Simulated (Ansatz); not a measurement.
# NiO$_{2}$ (R-3m)

Level of theory: Ansatz 0.2.0, DFT r2SCAN, scalar-relativistic, plane waves, PAW.

Settings: cutoff 500 eV, Γ-centred mesh 12×12×12 on the computed 3-atom cell, Gaussian smearing of 0.02 eV; no spin polarisation.

The structure is relaxed at this level of theory with its symmetry kept. Whether it is the stable form of this composition wasn't checked.

The structure is trigonal, space group R-3m (No. 166). Conventional cell: a = 2.774 Å, b = 2.774 Å, c = 15.322 Å, α = 90.00°, β = 90.00°, γ = 120.00°. Ni (site symmetry -3m) is surrounded by 6 O at 1.86 Å. O (site symmetry 3m) is surrounded by 3 Ni at 1.86 Å.

| Quantity | Value |
| --- | --- |
| Volume per atom | 11.34 Å³ |
| Formation energy from the elements' standard states (uncorrected) | -0.878 eV/atom |
| Generalised Kohn–Sham band gap | 1.59 eV, indirect from (0.406, -0.469, -0.469) to (-0.406, -0.406, -0.133) |
| Löwdin character of the top 1 eV of the valence band | O 2p 60 %, Ni 3d 39 % |
| Löwdin character of the lowest 1 eV of the conduction band | O 2p 52 %, Ni 3d 45 % |
| Electron masses at the edge by Cartesian direction of the standard setting (m_e; degenerate bands sorted by energy; no spin-orbit coupling) | x: 1.3; y: 0.66; z: 2.3 |
| Hole masses at the edge by Cartesian direction of the standard setting (m_e; degenerate bands sorted by energy; no spin-orbit coupling) | x: 2.1; y: 6.3; z: 5.1 |
| Bader charges (e) | Ni (1 in the cell) 1.55, O (2 in the cell) -0.77 |

Each cell of NiO2 holds layers, and where no dispersion correction was added their binding is poorly described.

A ferromagnetic start lost its moments in a first run, so spin was left out; other magnetic orders weren't tried.

Cost: 8 runs of about 8.1 core-minutes in all, on Intel Xeon Platinum 8259CL (Skylake/Cascade Lake) (shared hosts).